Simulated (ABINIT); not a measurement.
Runs of ABINIT 10.8.3 (patched build) on Pb. It takes space group Im-3m (No. 229, cubic). The conventional cell has a = 3.959 Å, b = 3.959 Å, c = 3.959 Å, α = 90.00°, β = 90.00°, γ = 90.00°. Pb (site symmetry m-3m) has 8 Pb at 3.43 Å as nearest neighbours. This isn't the form of Pb at room conditions, which is fcc.

```csv
level,V0 of scaled cells (Å³/atom),B0 (GPa)
PBEsol,(a),49
SCAN,30.24,(c)
r2SCAN,(b),44
AM05,29.89,46
```

Alike in all rows: task equation of state; potentials or basis JTH PAW PBE v2.0; no spin polarisation; cell as given; k mesh 9 × 9 × 9; cutoff (eV) 707; smearing fermi-dirac 0.05 eV.

Question: Estimate the missing entries.

Answer: (a) 29.72; (b) 30.90; (c) 43.

Caveats: pressures at fixed basis lie under the slope of the energies; the PAW data sets were made with another functional, which shifts forces and pressure a little.
